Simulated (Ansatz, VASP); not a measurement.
# Cu in VASP and in Ansatz

File INCAR:

```
SYSTEM = Cu
PREC = Accurate
ENCUT = 520
EDIFF = 1E-6
ISMEAR = 0
SIGMA = 0.15
LREAL = .FALSE.
LASPH = .TRUE.
NELM = 100
ALGO = Fast
ISIF = 2
LWAVE = .FALSE.
LCHARG = .FALSE.
GGA = CA
NBANDS = 18
```

Contents of KPOINTS:

```
Automatic mesh
0
G
  21 21 12
  0 0 0
```

Contents of POSCAR:

```
Cu
1.0
    2.5340966698      0.0000000000      0.0000000000
   -1.2670483349      2.1945920917      0.0000000000
    0.0000000000      0.0000000000      4.0508824350
Cu
2
Direct
    0.3333333333      0.6666666667      0.2500000000
    0.6666666667      0.3333333333      0.7500000000
```

Input for Ansatz:

```yaml
crystal:
  lattice:
    - [2.5340966698, 0.0, 0.0]
    - [-1.2670483349, 2.1945920917, 0.0]
    - [0.0, 0.0, 4.050882435]
  atoms:
    - { symbol: Cu, position: [0.3333333333, 0.6666666667, 0.25] }
    - { symbol: Cu, position: [0.6666666667, 0.3333333333, 0.75] }
basis:
  ecutwfc: 420
kpoints:
  mp_grid: { grid: [21, 21, 12] }
hamiltonian:
  xc: lda
scf:
  occupations: { method: gaussian, width: 0.15 }
output:
  forces: true
  stress: true
  eigenvalues: true
```

Change from the starting cell: strain -0.0150 x Voigt [0, 0, 1, 0, 0, 0], atoms carried along.

Alike in both runs: task single point; functional LDA; k mesh 21 × 21 × 12; occupations gaussian, width 0.15 eV; no spin polarisation.

```csv
,VASP,Ansatz
version,VASP 6.6.1,Ansatz 0.2.0
potentials or method,"VASP PAW LDA potentials, release 64 (Cu)","scalar-relativistic, plane waves, PAW"
plane-wave cutoff (eV),520,420
valence electrons in the cell,22,38
```

```csv
,VASP,Ansatz,Ansatz less VASP
gap on the k mesh at the Fermi level (eV),none,none,-
pressure (GPa),-4.9,-5.6,-0.77
largest component of the traceless stress (GPa),3.48,3.54,+0.063
```

A gap of «none» marks a metal or a gap that the smearing closes. The two sets of potentials don't hold the same shells in valence.
